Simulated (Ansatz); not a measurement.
A crystal relaxed with r2SCAN in Ansatz 0.2.0 has space group Fm-3m (No. 225) and a = 4.594 Å.

```
atom  site       x       y       z
  Xx    4a  0.0000  0.0000  0.0000
   F    4b  0.5000  0.0000  0.0000
```

With r2SCAN the gap is 7.28 eV and direct, at Γ. The HSE06 gap is direct at Γ: 8.63 eV. Meshes: r2SCAN 10×10×10, HSE06 6×6×6. r2SCAN's ε∞ is 1.8 in all directions.

Problem. Which element is Xx?
A. Rb
B. K
C. Na
D. Li

Solution. C. Xx is Na: rocksalt NaF. Na has 6 F at 2.30 Å; F has 6 Na at 2.30 Å.

Calculated for a static, non-magnetic cell.

The meshes of the hybrids are coarse, so their gaps aren't converged to the digits shown.
